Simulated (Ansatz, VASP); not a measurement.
**MgI2: VASP beside Ansatz**

```
CELL_PARAMETERS angstrom
4.11546 0.00000 0.00000
-2.05773 3.56409 0.00000
0.00000 0.00000 7.64138
ATOMIC_POSITIONS crystal
Mg 0.00000 0.00000 0.00000
I 0.33333 0.66667 0.80507
I 0.66667 0.33333 0.19493
```

Alike in both runs: task single point; functional PBE; k mesh 6 × 6 × 4; occupations gaussian, width 0.05 eV; no spin polarisation.

|  | VASP | Ansatz |
| --- | --- | --- |
| version | VASP 6.6.1 | Ansatz 0.2.0 |
| potentials or method | VASP PAW PBE potentials, release 64 (Mg, I) | scalar-relativistic, plane waves, PAW |
| plane-wave cutoff (eV) | 520 | 520 |
| valence electrons in the cell | 16 | 44 |

```csv
,VASP,Ansatz,Ansatz less VASP
gap on the k mesh at the Fermi level (eV),3.77,3.79,+0.017
least direct gap on the mesh (eV),4.20,4.22,+0.018
pressure (GPa),4.6,4.6,+0.04
largest component of the traceless stress (GPa),0.84,0.83,-0.009
rms of the force components (eV/Å),0.602,0.605,+0.0036
```

Atom by atom the forces differ by 0.004 eV/Å (rms over components). With one functional, cell and mesh, what is left measures potentials, basis and numerics. The two sets of potentials don't hold the same shells in valence.

Caveats: spin-orbit coupling is left out, which moves the levels of the heavy elements; this functional lacks dispersion, which binds the layers, so the pressure and a relaxed spacing across them are unreliable; forces of over 1 eV/Å show positions far from the minimum, so gaps and moduli don't describe the material at rest. A k mesh can miss the band edges.
